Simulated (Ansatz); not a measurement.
**Ti: energy along a strain**

Ti, Fm-3m, a = 4.060 Å (as given, not relaxed at this level: 4.4 GPa). This isn't the element's structure at ambient conditions. Ansatz: PBE, PAW, 420 eV, Γ-centred 20×20×20 mesh on 1 atom, Gaussian smearing 0.15 eV; no spin polarisation. Cell vectors (Å): 0.000 2.030 2.030; 2.030 0.000 2.030; 2.030 2.030 0.000. The cell is strained by x per cent times the pattern (0 0 0 1 0 0) in the order xx yy zz yz xz xy (engineering shears), with fractional coordinates held. y is the free energy over the start, V0 = 16.731 Å³/atom. Symmetry makes y even in x. Points with a strain past 8.5 % were computed too (4) and aren't used here.

| x (%) | y (meV/atom) |
| --- | --- |
| -7.50 | 18.90 |
| 0.00 | 0.00 |
| 1.87 | 1.19 |
| 3.75 | 4.78 |
| 5.62 | ? |

Task: Fit y = c2 x² + c4 x⁴ to the other rows, get the stiffness along the pattern, and predict the missing energy.

Result: Least squares on the rows shown. y = 0.34116 x² − 9.1711×10⁻⁵ x⁴. The clamped-ion stiffness p·C·p = 2 × 3.412 eV × 160.2 / 16.731 Å³ = 65 GPa, which is C44 in these axes (second derivative at the start, which stands under stress). At x = 5.62 the fit asked for gives 10.68 meV/atom. The run gave 10.69 meV/atom, so the fit is 0.01 meV/atom too low, a small miss on the scale of the series.